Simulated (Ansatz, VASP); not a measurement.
# WSe4: VASP beside Ansatz

```
W Se
1.0
    -3.33888    3.33888    3.33888
     3.33888   -3.33888    3.33888
     3.33888    3.33888   -3.33888
W Se
1 4
Direct
  0.00000 0.00000 0.00000
  0.00000 0.63058 0.00000
  0.36942 0.36942 0.36942
  0.00000 0.00000 0.63058
  0.63058 0.00000 0.00000
```

Change from the starting cell: species swapped into the GeF4 type (I-43m, No. 217).

Alike in both runs: task relaxation of cell and atoms; functional PBE; k mesh 4 × 4 × 4; occupations gaussian, width 0.1 eV; no spin polarisation.

|  | VASP | Ansatz |
| --- | --- | --- |
| version | VASP 6.6.1 | Ansatz 0.2.0 |
| potentials or method | VASP PAW PBE potentials, release 64 (W_sv, Se) | scalar-relativistic, plane waves, PAW |
| plane-wave cutoff (eV) | 600 | 420 |
| valence electrons in the cell | 38 | 78 |

VASP gave:

```
gap on the k mesh at the Fermi level, each at its own relaxed structure (eV) : none
relaxed volume (Å³/atom)                                                     : 34.04
relaxed cell length with the largest relative difference (Å)                 : 6.047
energy change over the relaxation (meV/atom)                                 : -440
```

Q: Estimate Ansatz's values.

A: gap on the k mesh at the Fermi level, each at its own relaxed structure (eV): none; relaxed volume (Å³/atom): 34.95; relaxed cell length with the largest relative difference (Å): 6.100; energy change over the relaxation (meV/atom): -432.

A gap of «none» marks a metal or a gap that the smearing closes. The two sets of potentials don't hold the same shells in valence.

The runs have no spin-orbit coupling, so splittings on W are missing.
